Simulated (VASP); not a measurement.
The system is Ni.

```xyz
1
Lattice="0.0000 1.7376 1.7376 1.7376 0.0000 1.7376 1.7376 1.7376 0.0000" Properties=species:S:1:pos:R:3 pbc="T T T"
Ni    0.0000    0.0000    0.0000
```

Base run:

| Quantity | Value |
| --- | --- |
| Program | VASP 6.6.1 |
| Functional | PBEsol |
| Potentials or basis | VASP PAW PBE potentials, release 64 (Ni) |
| Cutoff | 520 eV |
| k mesh | 13 × 13 × 13 |
| Occupations | fermi-dirac, width 0.05 eV |
| Spin | collinear spin, ferromagnetic start |
| Starting moments | [1.0] μB |

Its results: pressure -2.4 GPa; net moment 0.62 μB per cell; site moments Ni +0.63 μB.

Question: After a change of settings the same cell gave: pressure 14.7 GPa; net moment 0.81 μB per cell; site moments Ni +0.84 μB. Which change was it?
A. functional from PBEsol to PW91; further incar settings from ALGO = Normal; EDIFF = 1e-07; NBANDS = 15 to ALGO = Normal; EDIFF = 1e-07
B. functional from PBEsol to LAK
C. functional from PBEsol to revTPSS; further incar settings from ALGO = Normal; EDIFF = 1e-07; NBANDS = 15 to ALGO = Normal; EDIFF = 1e-06
D. functional from PBEsol to PBE; occupations from fermi-dirac, width 0.05 eV to gaussian, width 0.027 eV

Answer: B.

Caveats: the PAW data sets were made with another functional, which shifts forces and pressure a little.

Not every run made on this cell is shown here.
